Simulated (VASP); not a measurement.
**LiF (Griceite): relaxation of the atoms with PBEsol**

Crystal: LiF (Griceite).

```
Li F
1.0
     0.00000    1.97147    1.97147
     1.97147    0.00000    1.97147
     1.97147    1.97147    0.00000
Li F
1 1
Direct
  0.00000 0.00000 0.00000
  0.50000 0.50000 0.50000
```

The cell isn't the ideal one: a relaxed cell with its volume scaled by 0.96.

```yaml
Program: VASP 6.6.1
Task: relaxation of the atoms
Functional: PBEsol
Potentials_or_basis: VASP PAW PBE potentials, release 64 (Li_sv, F)
Cutoff: 600 eV
k_mesh: 12 × 12 × 12
Occupations: gaussian, width 0.03 eV
Spin: no spin polarisation
Further_INCAR_settings: ALGO = Fast; EDIFF = 1e-07; IBRION = 2; EDIFFG = -0.01; NSW = 40
```

The pressure after relaxing is 3.5 GPa. The band gap on the k mesh is 9.51 eV, direct.

Final structure:
```
Li F
1.0
     0.00000    1.97147    1.97147
     1.97147    0.00000    1.97147
     1.97147    1.97147    0.00000
Li F
1 1
Direct
  0.00000 0.00000 0.00000
  0.50000 0.50000 0.50000
```

Levels at points of the mesh, in eV from the valence-band top:
```tsv
k point	band 1	band 2	band 3	band 4	band 5	band 6	band 7	band 8	band 9
(0.00, 0.00, 0.00)	-40.07	-20.05	0.00	0.00	0.00	9.51	24.74	24.74	24.74
(0.50, 0.00, 0.00)	-39.99	-19.56	-2.76	-0.25	-0.25	10.91	17.33	19.24	19.24
(0.50, 0.50, 0.00)	-39.97	-19.23	-3.35	-1.11	-1.11	15.24	16.49	18.13	20.83
```

Wall time 6.9 s on 1 thread of Intel(R) Xeon(R) 6975P-C (Granite Rapids), with other jobs on the host, peak memory 0.13 GiB.

Caveat: the cutoff is under 1.25 times the usual one of these potentials, so pressure, stress and relaxed cells hold a basis-set (Pulay) error; the relaxation stopped at its first step, so nothing moved; the PAW data sets were made with another functional, which shifts forces and pressure a little. A k mesh can miss the band edges.
